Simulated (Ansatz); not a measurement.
# GeF2 (model cell, started as rutile): the cell at rest

Task: relax GeF2 (model cell, started as rutile) tightly.

Calculated with Ansatz 0.2.0; DFT PBE, scalar-relativistic, plane waves, PAW.

Report form: the programs' logs are mostly left out.

The structure was built from a prototype and need not be the compound's stable phase.

## (1) Starting point

The structure is tetragonal, space group P4_2/mnm (No. 136). Conventional cell: a = 5.196 Å, b = 5.196 Å, c = 3.351 Å, α = 90.00°, β = 90.00°, γ = 90.00°. Nearest to Ge lie 6 F at 2.20 to 2.24 Å. F has 3 Ge at 2.20 to 2.24 Å nearest. Farther neighbours and most contacts between anions are not listed.

Structure file:

```cif
data_structure
_symmetry_space_group_name_H-M 'P 1'
_symmetry_Int_Tables_number 1
_cell_length_a 5.1959
_cell_length_b 5.1959
_cell_length_c 3.3514
_cell_angle_alpha 90.000
_cell_angle_beta 90.000
_cell_angle_gamma 90.000
_cell_volume 90.48
loop_
_atom_site_label
_atom_site_type_symbol
_atom_site_fract_x
_atom_site_fract_y
_atom_site_fract_z
_atom_site_occupancy
Ge1 Ge 0.00000 0.00000 0.00000 1
Ge2 Ge 0.50000 0.50000 0.50000 1
F3 F 0.30500 0.30500 0.00000 1
F4 F 0.69500 0.69500 0.00000 1
F5 F 0.80500 0.19500 0.50000 1
F6 F 0.19500 0.80500 0.50000 1
```

## (2) Probe on a coarse mesh

First a cheap look: the gap decides the mesh and the occupations, the pressure tells how far the cell has to move.

The input, input.yaml:

```yaml
crystal:
  lattice:
    - [5.1959, 0.0, 0.0]
    - [0.0, 5.1959, 0.0]
    - [0.0, 0.0, 3.35136]
  atoms:
    - { symbol: Ge, position: [0.0, 0.0, 0.0] }
    - { symbol: Ge, position: [0.5, 0.5, 0.5] }
    - { symbol: F, position: [0.305, 0.305, 0.0] }
    - { symbol: F, position: [0.695, 0.695, 0.0] }
    - { symbol: F, position: [0.805, 0.195, 0.5] }
    - { symbol: F, position: [0.195, 0.805, 0.5] }
kpoints:
  mp_grid: { grid: [4, 4, 6] }
hamiltonian:
  xc: pbe
scf:
  occupations: { method: gaussian, width: 0.1 }
output:
  forces: true
  stress: true
  eigenvalues: true
```

Run with:

```sh
$ ansatz run input.yaml --threads 8 --pin off --max-ram 14336MiB --backend cpu --events-out ev --progress --plain --runs-dir out
```

Elapsed: 0.63 s, on 8 threads of Arm Neoverse V2, shared host; peak memory 0.46 GiB.

A gap read on the k-mesh alone can miss the band edges.

This step gave:

| Item | Value |
| --- | --- |
| pressure | 6.983 GPa |
| gap on the k-mesh | 2.820 eV |
| volume per atom | 15.08 Å³ |
| direct gap on mesh | 2.921 eV |

The coarse mesh shows a gap of 2.82 eV and a pressure of 7.0 GPa.

## (3) Relaxation

Harmonic phonons are second derivatives at a point where the forces vanish, and they are wanted at zero stress, so atoms and cell are relaxed first.

input.yaml, as its differences from that of step 2:

```diff
@@ -17,3 +17,3 @@
 scf:
-  occupations: { method: gaussian, width: 0.1 }
+  occupations: { method: gaussian, width: 0.02 }
 output:
@@ -22 +22,10 @@
   eigenvalues: true
+  write_density: true
+  write_potential: true
+  elf: true
+  volumetric_format: npy
+relax:
+  adjacent_minimum: "off"
+  f_tol: 0.005
+  max_steps: 80
+  cell: { stress_tol: 0.05 }
```

The job ended after 7.4 s (8 threads; peak memory 0.51 GiB).

The steps of the relaxation:

```csv
step,energy less that of the first step (eV),largest force component (eV/Å),pressure (GPa),volume (Å³)
1,0.0000,0.2257,6.98,90.48
2,-0.1371,0.1013,0.86,96.19
3,-0.1438,0.0667,-0.03,96.97
4,-0.1481,0.0237,-0.05,96.83
5,-0.1501,0.0008,0.00,96.62
6*,-0.1839,0.0015,0.66,96.62
7,-0.1844,0.0011,0.04,97.36
8,-0.1843,0.0001,0.00,97.40
9*,-0.1868,0.0002,0.01,97.40
10,-0.1868,0.0001,0.00,97.41
11*,-0.1868,0.0001,0.00,97.41
```

Relaxation steps marked * repeat the geometry before them on a plane-wave basis chosen anew for their cell, so energy and pressure can jump there.

Forces are held to the 16 operations that the run works with; a distortion that breaks them can't arise in this run.

```csv
"conventional cell, symmetrised",before,after,change
a (Å),5.196,5.239,+0.8 %
b (Å),5.196,5.239,+0.8 %
c (Å),3.351,3.549,+5.9 %
volume (Å³/atom),15.08,16.23,+7.7 %
```

The atoms that moved most (Å, as changes of fractional coordinates times the final cell):

```csv
atom,dx,dy,dz,length
F4,0.010,0.010,0.000,0.015
F3,-0.010,-0.010,0.000,0.015
F6,0.010,-0.010,0.000,0.015
F5,-0.010,0.010,0.000,0.015
```

Final coordinates:

```cif
data_structure
_symmetry_space_group_name_H-M 'P 1'
_symmetry_Int_Tables_number 1
_cell_length_a 5.2390
_cell_length_b 5.2390
_cell_length_c 3.5488
_cell_angle_alpha 90.000
_cell_angle_beta 90.000
_cell_angle_gamma 90.000
_cell_volume 97.41
loop_
_atom_site_label
_atom_site_type_symbol
_atom_site_fract_x
_atom_site_fract_y
_atom_site_fract_z
_atom_site_occupancy
Ge1 Ge 0.00000 0.00000 0.00000 1
Ge2 Ge 0.50000 0.50000 0.50000 1
F3 F 0.30303 0.30303 0.00000 1
F4 F 0.69697 0.69697 0.00000 1
F5 F 0.80303 0.19697 0.50000 1
F6 F 0.19697 0.80303 0.50000 1
```

Numbers from this step:

```
pressure           : -0.002130 GPa
gap on the k-mesh  : 3.014 eV
volume per atom    : 16.23 Å³
direct gap on mesh : 3.095 eV
```

Valence density in the ab plane at fractional z = 0.000, with atoms of Ge and F within 0.2 Å of it. It is the smooth field of the valence electrons, not physical close to the nuclei.

Ten steps, logarithmic in the rise over the least value, from '_' (0 e/Å³) to '@' (39 e/Å³), each cell a mean:
```
%%++..________________..--##
--::..____________........--
..______________::====::....
______________..==****==..__
______________..==****==..__
________________::====::____
__________________....______
______::::::..______________
____::==**==::______________
____::**##**::______________
____::==**==::______________
::....::::::____________....
**--..__________________::++
@@**::________________..--%%
```
Columns run along a (5.2 Å), rows up along b (5.2 Å). Atoms in or near the plane, at fractional coordinates: Ge at (0.00, 0.00), F at (0.30, 0.30), F at (0.70, 0.70).

Electrostatic potential energy in the ab plane at fractional z = 0.000, with atoms of Ge and F within 0.2 Å of it. With pseudopotentials it is smooth inside the atoms' cores, unlike the true potential.

Ten even steps from '_' (-39 eV) to '@' (10 eV), each cell a mean:
```
__::++%%@@@@@@@@@@@@@@##--..
--==##%%@@@@@@@@@@@@@@%%**--
####%%@@@@@@@@@@%%====##%%##
@@@@@@@@@@@@@@@@++____==@@@@
@@@@@@@@@@@@@@@@++____==@@@@
@@@@@@@@@@@@@@@@%%++++%%@@@@
@@@@@@@@@@@@@@@@@@@@@@@@@@@@
@@@@@@%%##%%@@@@@@@@@@@@@@@@
@@@@@@--..--%%@@@@@@@@@@@@@@
@@@@##..__..##@@@@@@@@@@@@@@
%%%%%%--..--%%@@@@@@@@@@%%%%
++**%%%%##@@@@@@@@@@@@%%##++
..--**%%@@@@@@@@@@@@@@##==::
__..++%%@@@@@@@@@@@@@@##--__
```
Columns run along a (5.2 Å; values clipped at the 3rd and 97th percentile), rows up along b (5.2 Å). Atoms in or near the plane, at fractional coordinates: Ge at (0.00, 0.00), F at (0.30, 0.30), F at (0.70, 0.70).

ELF in the ab plane at fractional z = 0.000, with atoms of Ge and F within 0.2 Å of it. It is the smooth field of the valence electrons, not physical close to the nuclei.

Values, 14 rows by 14 columns, each cell a mean:
```
0.06 0.25 0.44 0.31 0.08 0.01 0.01 0.03 0.10 0.12 0.13 0.28 0.37 0.12
0.36 0.43 0.40 0.21 0.04 0.01 0.03 0.21 0.46 0.55 0.43 0.25 0.30 0.37
0.40 0.38 0.23 0.07 0.01 0.01 0.09 0.44 0.74 0.80 0.77 0.59 0.25 0.28
0.17 0.15 0.06 0.02 0.01 0.01 0.13 0.54 0.79 0.67 0.65 0.77 0.43 0.13
0.03 0.02 0.01 0.01 0.01 0.02 0.10 0.47 0.76 0.67 0.67 0.80 0.55 0.12
0.01 0.01 0.02 0.04 0.04 0.03 0.05 0.23 0.60 0.76 0.79 0.74 0.46 0.10
0.00 0.04 0.17 0.30 0.31 0.18 0.06 0.07 0.23 0.47 0.54 0.44 0.21 0.03
0.02 0.18 0.50 0.69 0.72 0.58 0.27 0.06 0.05 0.10 0.13 0.09 0.03 0.01
0.04 0.30 0.70 0.80 0.73 0.76 0.58 0.18 0.03 0.02 0.01 0.01 0.01 0.01
0.08 0.26 0.71 0.74 0.54 0.73 0.72 0.31 0.04 0.01 0.01 0.01 0.04 0.08
0.25 0.19 0.54 0.77 0.74 0.80 0.69 0.30 0.04 0.01 0.02 0.07 0.21 0.31
0.41 0.30 0.26 0.54 0.71 0.70 0.50 0.17 0.02 0.01 0.06 0.23 0.40 0.44
0.18 0.33 0.30 0.19 0.26 0.30 0.18 0.04 0.01 0.02 0.15 0.38 0.43 0.25
0.14 0.18 0.41 0.25 0.08 0.04 0.02 0.00 0.01 0.03 0.17 0.40 0.36 0.06
```
Columns run along a (5.2 Å), rows up along b (5.2 Å). Atoms in or near the plane, at fractional coordinates: Ge at (0.00, 0.00), F at (0.30, 0.30), F at (0.70, 0.70).

In this step the volume went from 15.08 to 16.23 Å³/atom.

## (4) Tight relaxation

Phonons need a cell at rest on their own settings, so the relaxation is repeated with tight tolerances on forces and stress, using the mesh and the filling of the phonon run that follows.

The input, input.yaml:

```yaml
crystal:
  lattice:
    - [5.2390464767, 0.0, 0.0]
    - [0.0, 5.2390464767, 0.0]
    - [0.0, 0.0, 3.5488479333]
  atoms:
    - { symbol: Ge, position: [0.0, 0.0, 0.0] }
    - { symbol: Ge, position: [0.5, 0.5, 0.5] }
    - { symbol: F, position: [0.3030272295, 0.3030272295, 0.0] }
    - { symbol: F, position: [0.6969727705, 0.6969727705, 0.0] }
    - { symbol: F, position: [0.8030272295, 0.1969727705, 0.5] }
    - { symbol: F, position: [0.1969727705, 0.8030272295, 0.5] }
kpoints:
  mp_grid: { grid: [4, 4, 8] }
hamiltonian:
  xc: pbe
scf:
  occupations: { method: fixed }
output:
  forces: true
  stress: true
  eigenvalues: true
relax:
  adjacent_minimum: "off"
  f_tol: 0.001
  max_steps: 60
  cell: { stress_tol: 0.01 }
```

Elapsed: 1.7 s, on 8 threads; peak memory 0.51 GiB; 12 s of CPU time.

Little changed from the start: no atom moved by 0.005 Å and no cell edge by 0.1 %.

Numbers from this step:

```
pressure          : -0.001283 GPa
gap on the k-mesh : 3.001 eV
```

The largest force component left is 0.091 meV/Å and the pressure is -0.001 GPa, within the tolerances set. The cell now holds 16.23 Å³/atom.

## (5) What came out

```
space group after relaxation (within 0.01 Å) : P4_2/mnm
lattice constant a                           : 5.239 Å
lattice constant b                           : 5.239 Å
lattice constant c                           : 3.549 Å
volume per atom                              : 16.2 Å³
gap on the k-mesh                            : 3.00 eV
```

The largest force component left is 0.091 meV/Å and the pressure is -0.001 GPa, within the tolerances set. The cell now holds 16.23 Å³/atom. The relaxation keeps the symmetry of its start, so it says nothing on stability against lower symmetry. The starting cell was built on a prototype and not taken from a measurement, so the phase need not exist.

[Logs are printed without paths, hosts, clocks, repeated set-up lines and the standing remarks that a program may print on its own settings, such as how far it seeks lower states.]

[Hosts, paths, dates, database ids (printed as entryN), source tags and the programs' standing remarks are cut or masked in the printed files.]
